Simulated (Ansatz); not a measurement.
Response of NaH to small distortions

```
Na H
1.0
     0.00000    2.44000    2.44000
     2.44000    0.00000    2.44000
     2.44000    2.44000    0.00000
Na H
1 1
Direct
  0.00000 0.00000 0.00000
  0.50000 0.50000 0.50000
```

Atoms are numbered in the order listed.

The cell is COD entry 9008680, as deposited and not checked against the literature; nothing was relaxed.

All numbers below come from Ansatz 0.2.0, DFT, PBEsol, all-electron LAPW, scalar-relativistic.

Settings: a Γ-centred 9×9×9 k mesh, Fermi–Dirac smearing of 0.03 eV, basis error target 1 meV/atom, no spin polarisation.

The unchanged cell is at -1.19 GPa.

Semilocal functionals give too small gaps.

x, y and z are the Cartesian axes of the cell as listed; fractional coordinates follow a strain, and an engineering shear is twice the off-diagonal strain component.

Q: One change gave: energy change +1 meV/atom; stress change (xx, yy, zz, yz, xz, xy) 0.00, 0.00, 0.00, 0.41, 0.41, 0.41 GPa, compression positive; gap on the k mesh 3.82 → 3.75 eV. Which change was it?
A. equal xy, yz and zx engineering shear strains of +1 %
B. equal xy, yz and zx engineering shear strains of -2 %
C. equal xy, yz and zx engineering shear strains of -1 %
D. equal xy, yz and zx engineering shear strains of +2 %

A: B. For equal xy, yz and zx engineering shear strains of -1 %: energy change under 1 meV/atom; stress change (xx, yy, zz, yz, xz, xy) 0.00, 0.00, 0.00, 0.21, 0.21, 0.21 GPa, compression positive; gap on the k mesh 3.82 → 3.79 eV. For equal xy, yz and zx engineering shear strains of +1 %: energy change under 1 meV/atom; stress change (xx, yy, zz, yz, xz, xy) 0.00, 0.00, 0.00, -0.22, -0.22, -0.22 GPa, compression positive; gap on the k mesh 3.82 → 3.73 eV. For equal xy, yz and zx engineering shear strains of +2 %: energy change +1 meV/atom; stress change (xx, yy, zz, yz, xz, xy) 0.00, 0.00, 0.00, -0.45, -0.45, -0.45 GPa, compression positive; gap on the k mesh 3.82 → 3.63 eV.
